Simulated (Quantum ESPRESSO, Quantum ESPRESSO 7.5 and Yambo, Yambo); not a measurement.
# SiC (F-43m): G0W0 with Yambo, start to end

Aim: the G0W0 gap of SiC (F-43m) on PBE, step by step.

Method: PBE and many-body steps on it, plane waves, in Quantum ESPRESSO 7.5 and Yambo 5.3.0.

**Experimental background.**

- Gap 2.4 eV: Tauc optical (indirect) gap of annealed polycrystalline 3C-SiC; UV-VIS spectroscopic ellipsometry, Tauc analysis; film (CVD ultrathin polycrystalline film, annealed, about 5 nm grains) (“On-Demand CMOS-Compatible Fabrication of Ultrathin Self-Aligned SiC Nanowire Arrays”, 2018, pmc:6267454).

- Gap 2.39 eV: band gap at cryogenic temperature; bulk crystal (literature value) (quoted in “Silicon carbide diodes for neutron detection”, 2020, arxiv:2009.14696).

### Step 1. The starting structure

The structure is cubic, space group F-43m (No. 216). Conventional cell: a = 4.358 Å, b = 4.358 Å, c = 4.358 Å, α = 90.00°, β = 90.00°, γ = 90.00°. Nearest to Si lie 4 C at 1.89 Å. C has 4 Si at 1.89 Å nearest. Farther neighbours are not listed.

Coordinates:

```cif
data_structure
_symmetry_space_group_name_H-M 'P 1'
_symmetry_Int_Tables_number 1
_cell_length_a 3.0816
_cell_length_b 3.0816
_cell_length_c 3.0816
_cell_angle_alpha 60.000
_cell_angle_beta 60.000
_cell_angle_gamma 60.000
_cell_volume 20.69
loop_
_atom_site_label
_atom_site_type_symbol
_atom_site_fract_x
_atom_site_fract_y
_atom_site_fract_z
_atom_site_occupancy
Si1 Si 0.00000 0.00000 0.00000 1
C2 C 0.25000 0.25000 0.25000 1
```

The cell and positions come from the Crystallography Open Database and are kept as given unless a step says otherwise.

### Step 2. Ground state

This step: Quantum ESPRESSO 7.5; DFT, PBE, plane waves, norm-conserving pseudopotentials.

The ground-state density comes first.

Contents of pw.in:

```
&control
  calculation = 'scf'
  prefix = 'x'
  outdir = 'o'
  pseudo_dir = 'pseudo'
/
&system
  ibrav = 0
  nat = 2
  ntyp = 2
  ecutwfc = 74.0
  nbnd = 9
  force_symmorphic = .true.
/
&electrons
  conv_thr = 1e-10
  electron_maxstep = 80
  mixing_beta = 0.5
/
ATOMIC_SPECIES
  Si 28.085 Si.upf
  C 12.011 C.upf
CELL_PARAMETERS angstrom
  -0.0000000000 2.1790000000 2.1790000000
  2.1790000000 -0.0000000000 2.1790000000
  2.1790000000 2.1790000000 -0.0000000000
ATOMIC_POSITIONS crystal
  Si 0.0000000000 0.0000000000 0.0000000000
  C 0.2500000000 0.2500000000 0.2500000000
K_POINTS automatic
  8 8 8 0 0 0
```

The run is started by

```
OMP_NUM_THREADS=1 mpirun -n 8 pw.x -nk 8 -in pw.in > pw.out
```

Output:

```text
Program PWSCF v.7.5 starts

     This program is part of the open-source Quantum ESPRESSO suite
     for quantum simulation of materials; please cite
         "P. Giannozzi et al., J. Phys.:Condens. Matter 21 395502 (2009);
         "P. Giannozzi et al., J. Phys.:Condens. Matter 29 465901 (2017);
         "P. Giannozzi et al., J. Chem. Phys. 152 154105 (2020);
     in publications or presentations arising from this work. More details at
     Message from routine setup:
     using ibrav=0 with symmetry is DISCOURAGED, use correct ibrav instead

     G-vector sticks info

     bravais-lattice index     =            0
     lattice parameter (alat)  =       5.8233  a.u.
     unit-cell volume          =     139.6363 (a.u.)^3
     number of atoms/cell      =            2
     number of atomic types    =            2
     number of electrons       =         8.00
     number of Kohn-Sham states=            9
     kinetic-energy cutoff     =      74.0000  Ry
     charge density cutoff     =     296.0000  Ry
     scf convergence threshold =      1.0E-10
     mixing beta               =       0.5000
     number of iterations used =            8  plain     mixing
     Exchange-correlation= PBE
                           (   1   4   3   4   0   0   0)

     celldm(1)=   5.823326  celldm(2)=   0.000000  celldm(3)=   0.000000
     celldm(4)=   0.000000  celldm(5)=   0.000000  celldm(6)=   0.000000

     crystal axes: (cart. coord. in units of alat)
               a(1) = (  -0.000000   0.707107   0.707107 )
               a(2) = (   0.707107  -0.000000   0.707107 )
               a(3) = (   0.707107   0.707107  -0.000000 )

     reciprocal axes: (cart. coord. in units 2 pi/alat)
               b(1) = ( -0.707107  0.707107  0.707107 )
               b(2) = (  0.707107 -0.707107  0.707107 )
               b(3) = (  0.707107  0.707107 -0.707107 )
     Pseudo is Norm-conserving + core correction, Zval =  4.0
     Generated using ONCVPSP code by D. R. Hamann
     Using radial grid of 1510 points,  6 beta functions with:
     Pseudo is Norm-conserving + core correction, Zval =  4.0
     Generated using ONCVPSP code by D. R. Hamann
     Using radial grid of 1248 points,  4 beta functions with:
     Si                4.00    28.08500     Si( 1.00)
     C                 4.00    12.01100     C ( 1.00)

     24 Sym. Ops. (no inversion) found

   Cartesian axes

     site n.     atom                  positions (alat units)
         1        Si     tau(   1) = (   0.0000000   0.0000000   0.0000000  )
         2        C      tau(   2) = (   0.3535534   0.3535534   0.3535534  )

     number of k points=    29
                       cart. coord. in units 2pi/alat
        k(    1) = (   0.0000000   0.0000000   0.0000000), wk =   0.0039062
        k(    2) = (   0.0883883   0.0883883  -0.0883883), wk =   0.0312500
        k(    3) = (   0.1767767   0.1767767  -0.1767767), wk =   0.0312500
        k(    4) = (   0.2651650   0.2651650  -0.2651650), wk =   0.0312500
        k(    5) = (  -0.3535534  -0.3535534   0.3535534), wk =   0.0156250
        k(    6) = (   0.1767767   0.0000000   0.0000000), wk =   0.0234375
        k(    7) = (   0.2651650   0.0883883  -0.0883883), wk =   0.0937500
        k(    8) = (   0.3535534   0.1767767  -0.1767767), wk =   0.0937500
        k(    9) = (  -0.2651650  -0.4419417   0.4419417), wk =   0.0937500
        k(   10) = (  -0.1767767  -0.3535534   0.3535534), wk =   0.0937500
     [... 17 further rows ...]
        k(   28) = (  -0.7071068   0.1767767  -0.0000000), wk =   0.0468750
        k(   29) = (  -0.7071068   0.3535534   0.0000000), wk =   0.0234375

     Dense  grid:    12039 G-vectors     FFT dimensions: (  32,  32,  32)

     Initial potential from superposition of free atoms

     starting charge       7.9993, renormalised to       8.0000
     Starting wfcs are    8 randomized atomic wfcs +    1 random wfcs

     per-process dynamical memory:    11.9 Mb

     Self-consistent Calculation

     iteration #  1     ecut=    74.00 Ry     beta= 0.50

     total energy              =     -20.43214715 Ry
     estimated scf accuracy    <       0.43896864 Ry

     iteration #  2     ecut=    74.00 Ry     beta= 0.50

     total energy              =     -20.53625388 Ry
     estimated scf accuracy    <       0.02291801 Ry

     iteration #  3     ecut=    74.00 Ry     beta= 0.50

     total energy              =     -20.53952146 Ry
     estimated scf accuracy    <       0.00318189 Ry

     iteration #  4     ecut=    74.00 Ry     beta= 0.50

     total energy              =     -20.53967056 Ry
     estimated scf accuracy    <       0.00027719 Ry

     iteration #  5     ecut=    74.00 Ry     beta= 0.50

     total energy              =     -20.53974169 Ry
     estimated scf accuracy    <       0.00000971 Ry

     iteration #  6     ecut=    74.00 Ry     beta= 0.50

     total energy              =     -20.53974431 Ry
     estimated scf accuracy    <       0.00000039 Ry

     iteration #  7     ecut=    74.00 Ry     beta= 0.50

     total energy              =     -20.53974433 Ry
     estimated scf accuracy    <       0.00000009 Ry

     iteration #  8     ecut=    74.00 Ry     beta= 0.50

     total energy              =     -20.53974435 Ry
     estimated scf accuracy    <          7.0E-10 Ry

     iteration #  9     ecut=    74.00 Ry     beta= 0.50

     total energy              =     -20.53974435 Ry
     estimated scf accuracy    <          2.5E-10 Ry

     iteration # 10     ecut=    74.00 Ry     beta= 0.50

     End of self-consistent calculation

          k = 0.0000 0.0000 0.0000 (  1459 PWs)   bands (ev):

    -5.9135   9.4961   9.4961   9.4961  15.7194  16.8073  16.8073  16.8073
    24.0247

          k = 0.0884 0.0884-0.0884 (  1468 PWs)   bands (ev):

    -5.6090   8.0101   9.2947   9.2947  15.9644  17.1576  17.1576  17.3274
    22.8086

          k = 0.1768 0.1768-0.1768 (  1489 PWs)   bands (ev):

    -4.7185   5.1994   8.8888   8.8888  15.4830  17.4074  17.4074  18.8439
    22.6373

          k = 0.2652 0.2652-0.2652 (  1498 PWs)   bands (ev):

     [... further k-points ...]

     highest occupied, lowest unoccupied level (ev):     9.4961   10.8574

!    total energy              =     -20.53974435 Ry
     estimated scf accuracy    <          1.1E-11 Ry

     The total energy is the sum of the following terms:
     one-electron contribution =       5.61545042 Ry
     hartree contribution      =       2.33399762 Ry
     xc contribution           =      -7.55797062 Ry
     ewald contribution        =     -20.93122177 Ry

     convergence has been achieved in  10 iterations

     XML data file, charge density, pseudopotentials, collected wavefunctions

=------------------------------------------------------------------------------=
   JOB DONE.
=------------------------------------------------------------------------------=
```

Elapsed: 1.7 s, on 8 MPI ranks of Arm Neoverse V1, shared host; peak memory 0.05 GiB; 12 s of CPU time.

Numbers from this step:

| Property | Result |
| --- | --- |
| total energy | -279.4575 eV |
| gap | 1.361 eV |
| k of the valence top | 0, 0, 0 |
| k of the conduction bottom | 0, -0.5, -0.5 |
| least direct gap | 4.553 eV |

The gap is indirect, with the least direct gap 3.19 eV higher.

### Step 3. Bands along the symmetry lines

Levels along a band path, at the cheap level, show where the edges lie and whether the meshes to come will hold them.

Contents of pw.in:

```
&control
  calculation = 'bands'
  prefix = 'x'
  outdir = 'o'
  pseudo_dir = 'pseudo'
/
&system
  ibrav = 0
  nat = 2
  ntyp = 2
  ecutwfc = 74.0
  nbnd = 10
  force_symmorphic = .true.
/
&electrons
  conv_thr = 1e-9
  electron_maxstep = 80
  diago_full_acc = .true.
  diago_thr_init = 5e-6
/
ATOMIC_SPECIES
  Si 28.085 Si.upf
  C 12.011 C.upf
CELL_PARAMETERS angstrom
  -0.0000000000 2.1790000000 2.1790000000
  2.1790000000 -0.0000000000 2.1790000000
  2.1790000000 2.1790000000 -0.0000000000
ATOMIC_POSITIONS crystal
  Si 0.0000000000 0.0000000000 0.0000000000
  C 0.2500000000 0.2500000000 0.2500000000
K_POINTS crystal
  50
  0.00000000 0.00000000 0.00000000 1
  -0.06250000 -0.06250000 0.00000000 1
  -0.12500000 -0.12500000 0.00000000 1
  -0.18750000 -0.18750000 0.00000000 1
  -0.25000000 -0.25000000 0.00000000 1
  -0.31250000 -0.31250000 0.00000000 1
  -0.37500000 -0.37500000 0.00000000 1
  -0.43750000 -0.43750000 0.00000000 1
  -0.50000000 -0.50000000 0.00000000 1
  -0.48437500 -0.48437500 0.03125000 1
  -0.46875000 -0.46875000 0.06250000 1
  -0.45312500 -0.45312500 0.09375000 1
  -0.43750000 -0.43750000 0.12500000 1
  -0.42187500 -0.42187500 0.15625000 1
  -0.40625000 -0.40625000 0.18750000 1
  -0.39062500 -0.39062500 0.21875000 1
  -0.37500000 -0.37500000 0.25000000 1
  -0.37500000 0.00000000 0.37500000 1
  -0.32812500 0.00000000 0.32812500 1
  -0.28125000 0.00000000 0.28125000 1
  -0.23437500 0.00000000 0.23437500 1
  -0.18750000 0.00000000 0.18750000 1
  -0.14062500 0.00000000 0.14062500 1
  -0.09375000 0.00000000 0.09375000 1
  -0.04687500 0.00000000 0.04687500 1
  0.00000000 0.00000000 0.00000000 1
  0.00000000 0.00000000 0.06250000 1
  0.00000000 0.00000000 0.12500000 1
  0.00000000 0.00000000 0.18750000 1
  0.00000000 0.00000000 0.25000000 1
  0.00000000 0.00000000 0.31250000 1
  0.00000000 0.00000000 0.37500000 1
  0.00000000 0.00000000 0.43750000 1
  0.00000000 0.00000000 0.50000000 1
  -0.06250000 -0.03125000 0.46875000 1
  -0.12500000 -0.06250000 0.43750000 1
  -0.18750000 -0.09375000 0.40625000 1
  -0.25000000 -0.12500000 0.37500000 1
  -0.31250000 -0.15625000 0.34375000 1
  -0.37500000 -0.18750000 0.31250000 1
  -0.43750000 -0.21875000 0.28125000 1
  -0.50000000 -0.25000000 0.25000000 1
  -0.50000000 -0.28125000 0.21875000 1
  -0.50000000 -0.31250000 0.18750000 1
  -0.50000000 -0.34375000 0.15625000 1
  -0.50000000 -0.37500000 0.12500000 1
  -0.50000000 -0.40625000 0.09375000 1
  -0.50000000 -0.43750000 0.06250000 1
  -0.50000000 -0.46875000 0.03125000 1
  -0.50000000 -0.50000000 0.00000000 1
```

Output:

```text
[banner, memory and clock lines left out]
Program PWSCF v.7.5 starts

     Atomic positions and unit cell read from directory:
     o/x.save/

     Message from routine setup:
     using ibrav=0 with symmetry is DISCOURAGED, use correct ibrav instead

     G-vector sticks info

     bravais-lattice index     =            0
     lattice parameter (alat)  =       5.8233  a.u.
     unit-cell volume          =     139.6363 (a.u.)^3
     number of atoms/cell      =            2
     number of atomic types    =            2
     number of electrons       =         8.00
     number of Kohn-Sham states=           10
     kinetic-energy cutoff     =      74.0000  Ry
     charge density cutoff     =     296.0000  Ry
     Exchange-correlation= PBE
                           (   1   4   3   4   0   0   0)

     celldm(1)=   5.823326  celldm(2)=   0.000000  celldm(3)=   0.000000
     celldm(4)=   0.000000  celldm(5)=   0.000000  celldm(6)=   0.000000

     crystal axes: (cart. coord. in units of alat)
               a(1) = (  -0.000000   0.707107   0.707107 )
               a(2) = (   0.707107  -0.000000   0.707107 )
               a(3) = (   0.707107   0.707107  -0.000000 )

     reciprocal axes: (cart. coord. in units 2 pi/alat)
               b(1) = ( -0.707107  0.707107  0.707107 )
               b(2) = (  0.707107 -0.707107  0.707107 )
               b(3) = (  0.707107  0.707107 -0.707107 )
     Pseudo is Norm-conserving + core correction, Zval =  4.0
     Generated using ONCVPSP code by D. R. Hamann
     Using radial grid of 1510 points,  6 beta functions with:
     Pseudo is Norm-conserving + core correction, Zval =  4.0
     Generated using ONCVPSP code by D. R. Hamann
     Using radial grid of 1248 points,  4 beta functions with:
     Si                4.00    28.08500     Si( 1.00)
     C                 4.00    12.01100     C ( 1.00)

     24 Sym. Ops. (no inversion) found

   Cartesian axes

     site n.     atom                  positions (alat units)
         1        Si     tau(   1) = (   0.0000000   0.0000000   0.0000000  )
         2        C      tau(   2) = (   0.3535534   0.3535534   0.3535534  )

     number of k points=    50
                       cart. coord. in units 2pi/alat
        k(    1) = (   0.0000000   0.0000000   0.0000000), wk =   0.0400000
        k(    2) = (   0.0000000   0.0000000  -0.0883883), wk =   0.0400000
        k(    3) = (   0.0000000   0.0000000  -0.1767767), wk =   0.0400000
[...]
[... 38 further rows ...]
        k(   49) = (   0.0441942  -0.0000000  -0.7071068), wk =   0.0400000
        k(   50) = (   0.0000000   0.0000000  -0.7071068), wk =   0.0400000

     Dense  grid:    12039 G-vectors     FFT dimensions: (  32,  32,  32)

     The potential is recalculated from file :
     o/x.save/charge-density

     Starting wfcs are    8 randomized atomic wfcs +    2 random wfcs

     Band Structure Calculation

     End of band structure calculation

          k = 0.0000 0.0000 0.0000 (  1459 PWs)   bands (ev):

    -5.9135   9.4961   9.4961   9.4961  15.7194  16.8074  16.8074  16.8074
    24.0247  24.0247

          k = 0.0000 0.0000-0.0884 (  1463 PWs)   bands (ev):

    -5.8116   9.1779   9.2976   9.2976  15.9821  16.5572  17.0972  17.0972
    22.7759  24.1392

          k = 0.0000 0.0000-0.1768 (  1483 PWs)   bands (ev):

    -5.5074   8.3793   8.7981   8.7981  15.6821  16.7096  17.8632  17.8632
    21.0093  24.4815

          k =-0.0000 0.0000-0.2652 (  1483 PWs)   bands (ev):

[...]
k = 0.0000 0.0000-0.3536 (  1491 PWs)   bands (ev):

[...]
k = 0.0000-0.0000-0.4419 (  1495 PWs)   bands (ev):

[...]
k =-0.0000 0.0000-0.5303 (  1512 PWs)   bands (ev):

[...]
k = 0.0000-0.0000-0.6187 (  1508 PWs)   bands (ev):

[...]
k = 0.5303-0.0000-0.5303 (  1514 PWs)   bands (ev):

[...]
k = 0.0000 0.0000 0.0000 (  1459 PWs)   bands (ev):

[...]
k = 0.1326 0.0000-0.7071 (  1510 PWs)   bands (ev):

[...]
k = 0.0884-0.0000-0.7071 (  1518 PWs)   bands (ev):

[...]
k = 0.0442-0.0000-0.7071 (  1516 PWs)   bands (ev):

    -0.8889   1.7141   6.2251   6.2343  10.9909  13.9495  23.3378  23.5034
    24.1814  29.2234

          k = 0.0000 0.0000-0.7071 (  1524 PWs)   bands (ev):

    -0.8969   1.6936   6.3045   6.3045  10.8574  13.8294  23.4966  23.4966
    24.2654  29.5334

     XML data file, pseudopotentials, collected wavefunctions
```

Elapsed: 1.3 s, on 8 MPI ranks; peak memory 0.05 GiB; 9.6 s of CPU time.

This step gave:

| Property | Result |
| --- | --- |
| gap | 1.361 eV |
| k of the valence top | 0, 0, 0 |
| k of the conduction bottom | -0.5, -0.5, 0 |
| least direct gap | 4.553 eV |

The gap is 1.361 eV, as in the run before at this level.

Electronic bands along the path, in eV, zero at the top of the highest filled band; v1 is the highest filled band, c1 the lowest empty one:

```csv
point,v4,v3,v2,v1,c1,c2,c3,c4
Γ,-15.41,0.00,0.00,0.00,6.22,7.31,7.31,7.31
halfway,-13.81,-3.35,-1.94,-1.94,4.06,6.35,10.58,10.58
X,-10.39,-7.80,-3.19,-3.19,1.36,4.33,14.00,14.00
halfway,-10.34,-7.64,-4.23,-3.04,2.10,5.31,13.33,13.54
U,-10.39,-7.28,-5.55,-2.60,3.11,7.78,11.84,12.45
jump to K,-10.39,-7.28,-5.55,-2.60,3.11,7.78,11.84,12.45
halfway,-13.64,-4.48,-2.93,-0.54,6.77,7.84,8.25,9.05
Γ,-15.41,0.00,0.00,0.00,6.22,7.31,7.31,7.31
halfway,-14.21,-4.30,-0.61,-0.61,5.99,7.91,7.91,9.35
L,-11.84,-8.54,-1.05,-1.05,5.43,7.23,7.23,10.05
halfway,-11.20,-7.83,-3.71,-2.26,5.25,7.28,10.15,11.00
W,-10.16,-7.03,-4.99,-4.69,5.21,9.44,9.45,9.79
halfway,-10.28,-7.49,-4.07,-4.05,3.06,6.02,11.94,13.32
X,-10.39,-7.80,-3.19,-3.19,1.36,4.33,14.00,14.00
```

The electronic bands as a text plot (rows in eV, shown from -8.0 to 7.4 only):

```
    7.0 |+++++           +      ++++++++        +++++++
    6.4 |++++ ++                     +++++++
    5.8 |       ++      +     ++            +++++ ++++       +
    5.1 |    +    +    +    ++                   +    ++++++  +
    4.5 |          ++++                                     +  ++
    3.8 |     ++           +
    3.2 |       ++        +                                  +
    2.6 |               ++                                    +
    1.9 |         +   ++                                       +
    1.3 |          +++                                          +
    0.6 |
    0.0 |**                      **********
   -0.6 |  **                   *  ***  *  *****
   -1.3 |  ***              ****         **     *****
   -1.9 |    ***           *     ****               **
   -2.6 |       ***      **                *         **
   -3.2 |     **   ******       ***                    *       **
   -3.8 |                     **                      * *    **
   -4.5 |       **     **       *           *          * ****
   -5.1 |                *  **                          ****
   -5.8 |         *       **  **             **
   -6.4 |                   **
   -7.0 |          **     **                   *        *****
   -7.7 |            *****                            **     ****
         Γ           X  U|K            Γ         L        W     X
```

(Continued in part 2 of 3.)

[Paths, hosts, dates, memory and timing lines, banners, echoed tables and standing remarks are left out of the program output.]

[Logs are printed without paths, hosts, clocks, repeated set-up lines and the standing remarks that a program may print on its own settings, such as how far it seeks lower states.]

[Runs of the session that timed out or met a known fault of the program may be left out.]

[Hosts, paths, dates, database ids (printed as entryN), source tags and the programs' standing remarks are cut or masked in the printed files.]
